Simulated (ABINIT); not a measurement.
## InP (F-43m): G0W0 with ABINIT, start to end

How does a plane-wave GW calculation on InP (F-43m) run from the first input to the gap?

Calculated with ABINIT 10.8.3; PBE and many-body steps on it, plane waves.

**1. The starting structure**

It takes space group F-43m (No. 216, cubic). Conventional cell: a = 5.869 Å, b = 5.869 Å, c = 5.869 Å, α = 90.00°, β = 90.00°, γ = 90.00°. In has 4 P at 2.54 Å nearest. Nearest to P lie 4 In at 2.54 Å. Farther neighbours are not listed.

The cell and positions come from the Crystallography Open Database and are kept as given unless a step says otherwise.

**2. Ground state**

This step: ABINIT 10.8.3; DFT, PBE, plane waves, norm-conserving pseudopotentials.

The ground-state density comes first.

run.abi

```
acell 3*1.0 Angstrom
rprim 
  -0.000000000000 2.934350000000 2.934350000000
  2.934350000000 -0.000000000000 2.934350000000
  2.934350000000 2.934350000000 -0.000000000000
ntypat 2
znucl 49 15
natom 2
typat 1 2
xred 
  0.000000000000 0.000000000000 0.000000000000
  0.250000000000 0.250000000000 0.250000000000
pp_dirpath "pseudos"
pseudos "In.upf, P.upf"
ecut 33
ngkpt 6 6 6
nshiftk 1
shiftk 0 0 0
kptopt 1
chksymbreak 0
nband 18
occopt 1
tolvrs 1e-10
nstep 60
prtwf 0
optforces 0
optstress 0
indata_prefix "in"
outdata_prefix "out"
tmpdata_prefix "tmp"
```

Started as:

```sh
$ OMP_NUM_THREADS=1 mpirun -n 4 abinit run.abi > log
```

Numbers of over 12 decimals in the logs are rounded to 6 here.

Log:

```text
.Version 10.8.3 of ABINIT. v10.8.2 released Aug 2026.

 Symmetries : space group F-4 3 m (#216); Bravais cF (face-center cubic)
================================================================================
 Values of the parameters that define the memory need of the present run
     intxc =       0    ionmov =       0      iscf =       7    lmnmax =       6
     lnmax =       6     mgfft =      45  mpssoang =       3    mqgrid =    3001
     natom =       2  nloc_mem =       1    nspden =       1   nspinor =       1
    nsppol =       1      nsym =      24    n1xccc =    2501    ntypat =       2
    occopt =       1   xclevel =       2
-    mband =          18        mffmem =           1         mkmem =           4
       mpw =        3104          nfft =       91125          nkpt =          16
================================================================================
  Rough estimation (10% accuracy) of disk space for files :
================================================================================

--------------------------------------------------------------------------------
------------- Echo of variables that govern the present computation ------------
--------------------------------------------------------------------------------
 -outvars: echo values of preprocessed input variables --------
            acell      1.8897261259E+00  1.8897261259E+00  1.8897261259E+00 Bohr

      chksymbreak           0
             ecut      3.30000000E+01 Hartree
-          fftalg         312

              ixc     -101130
              kpt      0.00000000E+00  0.00000000E+00  0.00000000E+00
                       1.66666667E-01  0.00000000E+00  0.00000000E+00
                       3.33333333E-01  0.00000000E+00  0.00000000E+00
                       5.00000000E-01  0.00000000E+00  0.00000000E+00
                       1.66666667E-01  1.66666667E-01  0.00000000E+00
                       3.33333333E-01  1.66666667E-01  0.00000000E+00
                       5.00000000E-01  1.66666667E-01  0.00000000E+00
                      -3.33333333E-01  1.66666667E-01  0.00000000E+00
                      -1.66666667E-01  1.66666667E-01  0.00000000E+00
   [... 5 further rows ...]
                      -3.33333333E-01  3.33333333E-01  1.66666667E-01
                      -3.33333333E-01  5.00000000E-01  1.66666667E-01
         kptrlatt        6    0    0      0    6    0      0    0    6
          kptrlen      4.70518853E+01
P           mkmem           4
            natom           2
            nband          18
            ngfft          45      45      45
             nkpt          16
            nstep          60
             nsym          24
           ntypat           2
              occ      2.000000  2.000000  2.000000  2.000000  2.000000  2.000000
                       2.000000  2.000000  2.000000  2.000000  2.000000  2.000000
                       2.000000  0.000000  0.000000  0.000000  0.000000  0.000000
        optforces           0
        optstress           0
            prtwf           0
            rprim     -0.0000000000E+00  2.9343500000E+00  2.9343500000E+00
[...]
spgroup         216

           tolvrs      1.00000000E-10

             xred      0.0000000000E+00  0.0000000000E+00  0.0000000000E+00
[...]
znucl       49.00000   15.00000

================================================================================

 chkinp: Checking input parameters for consistency.

================================================================================
== DATASET  1 ==================================================================
-   mpi_nproc: 4, omp_nthreads: 1 (-1 if OMP is not activated)

--- !DatasetInfo
iteration_state: {dtset: 1, }
dimensions: {natom: 2, nkpt: 16, mband: 18, nsppol: 1, nspinor: 1, nspden: 1, mpw: 3104, }
cutoff_energies: {ecut:  33.0, pawecutdg:  -1.0, }
electrons: {nelect:   2.60000000E+01, charge:   0.00000000E+00, occopt:   1.00000000E+00, tsmear:   1.00000000E-02, }

 Real(R)+Recip(G) space primitive vectors, cartesian coordinates (Bohr,Bohr^-1):
 R(1)=  0.0000000  5.5451179  5.5451179  G(1)= -0.0901694  0.0901694  0.0901694
 R(2)=  5.5451179  0.0000000  5.5451179  G(2)=  0.0901694 -0.0901694  0.0901694
 R(3)=  5.5451179  5.5451179  0.0000000  G(3)=  0.0901694  0.0901694 -0.0901694
 Unit cell volume ucvol=  3.4100625E+02 bohr^3
 Angles (23,13,12)=  6.00000000E+01  6.00000000E+01  6.00000000E+01 degrees

 getcut: wavevector=  0.0000  0.0000  0.0000  ngfft=  45  45  45
         ecut(hartree)=     33.000   => boxcut(ratio)=   2.16973

--- Pseudopotential description ------------------------------------------------
- In Generated using ONCVPSP code by D. R. Hamann
- 49.00000  21.00000  171031                  znucl, zion, pspdat
12 -101130 2 -1 1964                          pspcod,pspxc,lmax,lloc,mmax
     nproj     2     2     2
  pspatm : epsatm=   33.77322108
         --- l  ekb(1:nproj) -->
[...]
pspatm: atomic psp has been read  and splines computed

- P Generated using ONCVPSP code by D. R. Hamann
- 15.00000   5.00000  171031                  znucl, zion, pspdat
12 -101130 2 -1 1298                          pspcod,pspxc,lmax,lloc,mmax
     nproj     2     2     2
  pspatm : epsatm=    8.05910421
         --- l  ekb(1:nproj) -->
[...]
2   -3.154982   -0.827415
 pspatm: atomic psp has been read  and splines computed

   1.08764046E+03                                ecore*ucvol(ha*bohr**3)
--------------------------------------------------------------------------------

_setup2: Arith. and geom. avg. npw (full set) are    3085.792    3085.771

================================================================================

--- !BeginCycle
iteration_state: {dtset: 1, }
solver: {iscf: 7, nstep: 60, nline: 4, wfoptalg: 0, }
tolerances: {tolvrs: 1.00E-10, }

     iter   Etot(hartree)      deltaE(h)  residm     vres2
 ETOT  1  -206.02448098893    -2.060E+02 2.006E-01 1.798E+02
 ETOT  2  -206.37957298910    -3.551E-01 7.285E-03 1.860E+01
 ETOT  3  -206.38183846316    -2.265E-03 1.870E-02 7.032E-01
 ETOT  4  -206.38187289972    -3.444E-05 1.332E-03 1.543E-01
 ETOT  5  -206.38188994096    -1.704E-05 5.514E-04 9.235E-03
 ETOT  6  -206.38189219044    -2.249E-06 2.339E-05 2.217E-03
 ETOT  7  -206.38189251365    -3.232E-07 1.575E-05 4.211E-06
 ETOT  8  -206.38189251432    -6.718E-10 7.250E-07 7.024E-08
 ETOT  9  -206.38189251433    -1.131E-11 5.387E-07 2.608E-09
 ETOT 10  -206.38189251434    -3.354E-12 6.526E-08 2.217E-10
 ETOT 11  -206.38189251434    -2.672E-12 1.863E-08 1.083E-11

 At SCF step   11       vres2   =  1.08E-11 < tolvrs=  1.00E-10 =>converged.

--- !ResultsGS
iteration_state: {dtset: 1, }
comment   : Summary of ground state results
lattice_vectors:
- [ -0.0000000,   5.5451179,   5.5451179, ]
- [  5.5451179,  -0.0000000,   5.5451179, ]
- [  5.5451179,   5.5451179,  -0.0000000, ]
lattice_lengths: [   7.84198,    7.84198,    7.84198, ]
lattice_angles: [ 60.000,  60.000,  60.000, ] # degrees, (23, 13, 12)
lattice_volume:   3.4100625E+02
convergence: {deltae: -2.672E-12, res2:  1.083E-11, residm:  1.863E-08, diffor:  0.000E+00, }
etotal    :  -2.06381893E+02
entropy   :   0.00000000E+00
fermie    :   1.80897190E-01
cartesian_stress_tensor: null
pressure_GPa: null
xred      :
- [  0.0000E+00,   0.0000E+00,   0.0000E+00, In]
- [  2.5000E-01,   2.5000E-01,   2.5000E-01,  P]
cartesian_forces: null
force_length_stats: {min: null, max: null, mean: null, }

 Integrated electronic density in atomic spheres:
 ------------------------------------------------
 Atom  Sphere_radius  Integrated_density
    1        2.00000         17.83551814
    2        2.00000          2.76432611
================================================================================

 ----iterations are completed or convergence reached----

 Mean square residual over all n,k,spin=   11.300E-11; max=  18.633E-09
 reduced coordinates (array xred) for    2 atoms
       0.000000000000      0.000000000000      0.000000000000
       0.250000000000      0.250000000000      0.250000000000
 rms dE/dt=  0.0000E+00; max dE/dt=  0.0000E+00; dE/dt below (all hartree)
    1       0.000000000000      0.000000000000      0.000000000000
    2       0.000000000000      0.000000000000      0.000000000000

 cartesian coordinates (angstrom) at end:
    1      0.000000     0.000000     0.000000
    2      1.467175     1.467175     1.467175
 length scales=  1.889726125908  1.889726125908  1.889726125908 bohr
              =  1.000000000000  1.000000000000  1.000000000000 angstroms
 prteigrs : about to open file out_EIG
 Fermi (or HOMO) energy (hartree) =   0.18090   Average Vxc (hartree)=  -0.34739
 Eigenvalues (hartree) for nkpt=  16  k points:
 kpt#   1, nband= 18, wtk=  0.00463, kpt=  0.0000  0.0000  0.0000 (reduced coord)
  -4.04732   -2.52125   -2.52125   -2.52125   -0.34094   -0.34094   -0.34094   -0.33551
  -0.33551   -0.24140    0.18090    0.18090    0.18090    0.20616    0.33111    0.33111
   0.33111    0.49603
 prteigrs : prtvol=0 or 1, do not print more k-points.

--- !EnergyTerms
iteration_state     : {dtset: 1, }
comment             : Components of total free energy in Hartree
kinetic             :  7.02097974032079E+01
hartree             :  7.45662089227502E+01
xc                  : -3.01399069980933E+01
Ewald energy        : -1.03918092430690E+02
psp_core            :  3.18950299759936E+00
local_psp           : -2.04467737547230E+02
non_local_psp       : -1.58216648618851E+01
total_energy        : -2.06381892514341E+02
total_energy_eV     : -5.61593739138427E+03
band_energy         : -2.65096349818951E+01

== END DATASET(S) ==============================================================
================================================================================

 -outvars: echo values of variables after computation  --------
           etotal     -2.0638189251E+02
            nband          18
             nkpt          16
          spgroup         216
 [... the other variables as echoed above ...]

 Calculation completed.
```

The job ended after 11 s (4 MPI ranks of Intel Xeon Platinum 8488C (Sapphire Rapids), shared host; peak memory 0.39 GiB).

This step gave:

| Item | Value |
| --- | --- |
| total energy | -5615.9374 eV |
| gap | 0.6874 eV |
| k of the valence top | 0, 0, 0 |
| k of the conduction bottom | 0, 0, 0 |
| least direct gap | 0.6874 eV |

The gap is direct, at Γ.

[end of part 1 of 3]

[Paths, hosts, dates, memory and timing lines, banners, echoed tables and standing remarks are left out of the program output.]

[Logs are printed without paths, hosts, clocks, repeated set-up lines and the standing remarks that a program may print on its own settings, such as how far it seeks lower states.]

[Runs of the session that timed out or met a known fault of the program may be left out.]

[Hosts, paths, dates, database ids (printed as entryN), source tags and the programs' standing remarks are cut or masked in the printed files.]

[G0W0 gaps are taken among the corrected bands and points alone; a level outside them can change the order at an edge.]

[Where Ansatz stands beside ABINIT at settings called matched, ABINIT's density can come from a denser mesh and the files from another edition; pairs whose starting gaps differed by over 0.03 eV were left out, so agreement reads better than it is.]
